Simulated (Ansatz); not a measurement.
**One structure, 3 elements: TiN, ZrN, HfN**

Plane-wave DFT in Ansatz with scalar-relativistic PAW potentials, cutoff 420 eV, Γ-centred meshes chosen by cell and gap, Gaussian smearing with energies taken to zero width. Every cell was relaxed (cell and atoms) in a run of its own, within the symmetry of its start. Functional: PBE+D3(BJ).

All members share space group Fm-3m and the same sites; only the element on one set of sites changes (Ti, Zr, Hf). Members needn't be the stable form of their composition. Energies over the elements, where given, are against the elements' standard states in the same functional (H₂, N₂, O₂ and halogens uncorrected, Hg as a solid). The first member:

Space group Fm-3m (No. 225). a = 4.206 Å, b = 4.206 Å, c = 4.206 Å, α = 90.00°, β = 90.00°, γ = 90.00°
```json
{"atom": "Ti", "site": "4a", "symmetry": "m-3m", "x": "0.0000", "y": "0.0000", "z": "0.0000"}
{"atom": "N", "site": "4b", "symmetry": "m-3m", "x": "0.5000", "y": "0.0000", "z": "0.0000"}
```

```tsv
compound	V (Å³/atom)	a (Å)
TiN	9.30	4.206
HfN	11.52	4.517
```

Predict the member with Zr.

V (Å³/atom) 11.85, a (Å) 4.559. Interpolating linearly in period between Ti and Hf would give 10.41 Å³/atom (12.1 % too small). Over the whole series the volume has no steady trend down the group (least for Ti); all are metallic on the mesh. Hf is no larger than Zr here (11.52 against 11.85 Å³/atom), as one expects from the lanthanide contraction and relativistic shrinking of 6s.

Spin-orbit coupling is left out, which matters for the bands of heavy elements. Spin polarisation was left out, and a magnetic state may lie lower.